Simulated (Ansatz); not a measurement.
The calculation used Ansatz 0.2.0, DFT PBE, scalar-relativistic, plane waves, PAW. All cells share a 420 eV cutoff and Γ-centred k meshes spaced at most about 0.3 Å⁻¹ (about 0.25 or finer for metals, 2π included). Spin is collinear in cells that carry moments; the others ran without spin or lost their moments.

These are static total energies at zero pressure.

Two relaxed structures of NiO:

A. (no moments)

```yaml
crystal:
  lattice:
    - [2.83023, 0.00000, 0.00000]
    - [0.00000, 2.83023, 0.00000]
    - [0.00000, 0.00000, 5.00974]
  atoms:
    - { symbol: Ni, position: [0.00000, 0.50000, 0.50000] }
    - { symbol: Ni, position: [0.50000, 0.00000, 0.00000] }
    - { symbol: O, position: [0.00000, 0.00000, 0.25000] }
    - { symbol: O, position: [0.00000, 0.00000, 0.75000] }
```

B. (parallel moments up to 1.5 μB)

```yaml
crystal:
  lattice:
    - [0.00000, 2.10818, 2.10818]
    - [2.10818, 0.00000, 2.10818]
    - [2.10818, 2.10818, 0.00000]
  atoms:
    - { symbol: Ni, position: [0.00000, 0.00000, 0.00000] }
    - { symbol: O, position: [0.50000, 0.50000, 0.50000] }
```

Question: Which form is favoured at zero pressure, and by what margin per atom?

Answer: A is lower, by 0.34 eV/atom. A has space group P4_2/mmc (No. 131), 10.0 Å³/atom and no gap on its mesh; B has the rock salt type, space group Fm-3m (No. 225), 9.4 Å³/atom and no gap. Counting O atoms around Ni (those within 1.25 times the shortest such distance or 1.15 times the sum of covalent radii), A has Ni 4 and B has Ni 6. Their magnetic states differ too. The lower one is the more open, so pressure narrows the difference. In A, Ni is surrounded by 4 O at 1.89 Å; O has 4 Ni at 1.89 Å. In B, around Ni lie 6 O at 2.11 Å; O has 6 Ni at 2.11 Å. Origin: A, invented, then shaken at random and relaxed again; B, reached from a cell as deposited in COD, among other starts. The higher one, B, is the form on record in the Crystallography Open Database, so temperature, pressure or the functional's error must bridge the margin. Checks on A: no imaginary mode at Γ (other wave vectors untested).

In such compounds of Ni a zero gap at this level may well be an artefact, since no Hubbard U is applied. A magnetic state wasn't ruled out in cells without spin, among them P4_2/mmc. The magnetic state reached may not be the lowest. Some candidate types were left out of the draw beforehand, so a known form may be missing.
